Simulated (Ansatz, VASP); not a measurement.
## Two plane-wave programs on Os

```
Os
1.0
     2.56521    0.00000    0.00000
     0.00000    2.56521    0.00000
     0.00000    0.00000    2.56521
Os
1
Direct
  0.00000 0.00000 0.00000
```

Alike in both runs: task single point; functional revPBE; k mesh 14 × 14 × 14; occupations fermi-dirac, width 0.1 eV; no spin polarisation.

```csv
,VASP,Ansatz
version,VASP 6.6.1,Ansatz 0.2.0
potentials or method,"VASP PAW PBE potentials, release 64 (Os)","plane waves (420 eV) with PAW, scalar-relativistic"
plane-wave cutoff (eV),520,420
valence electrons in the cell,8,16
```

VASP gave:

- pressure (GPa): 0.0

What did Ansatz give for the same quantities?

Pressure (GPa): 0.4.

The functional is the same, so the differences come from potentials, cutoffs and numerics. The two sets of potentials don't hold the same shells in valence.

Caveats: the PAW data sets were made with another functional, which shifts forces and pressure a little (VASP). The runs have no spin-orbit coupling, so splittings on Os are missing.
